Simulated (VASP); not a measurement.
Here is a VASP 6.6.1 calculation.

File INCAR:

```
PREC = Accurate ; ENCUT = 520
EDIFF = 1E-6 ; ISMEAR = 0
SIGMA = 0.1 ; LREAL = False
LASPH = True ; NELM = 60
ALGO = Fast ; ISIF = 2
LWAVE = False ; LCHARG = True
GGA = PE ; LELF = True
LVHAR = True ; LVACPOTAV = True
```

KPOINTS

```
Automatic mesh
0
Gamma
  12 12 1
```

Contents of POSCAR:

```
Cu
1.0
    2.5561910140      0.0000000000      0.0000000000
    1.2780955070      2.2137263550      0.0000000000
    0.0000000000      0.0000000000     39.0454546774
Cu
13
Direct
    0.0000000000      0.0000000000      0.1792782299
    0.3333333333      0.3333333333      0.2327318582
    0.6666666667      0.6666666667      0.2861854866
    0.0000000000      0.0000000000      0.3396391149
    0.3333333333      0.3333333333      0.3930927433
    0.6666666667      0.6666666667      0.4465463716
    0.0000000000      0.0000000000      0.5000000000
    0.3333333333      0.3333333333      0.5534536284
    0.6666666667      0.6666666667      0.6069072567
    0.0000000000      0.0000000000      0.6603608851
    0.3333333333      0.3333333333      0.7138145134
    0.6666666667      0.6666666667      0.7672681418
    0.0000000000      0.0000000000      0.8207217701
```

Potentials or basis: VASP PAW PBE potentials, release 64 (Cu).

Command:

```sh
$ cat potpaw_PBE.64/Cu/POTCAR > POTCAR
$ mpirun -np 1 vasp_std > vasp.out
```

(1) What does it give for the band gap on the k mesh?

(2) What does it give for the largest force?

Results:

(1) none (metal or under the smearing width).

(2) 0.043 eV/Å.
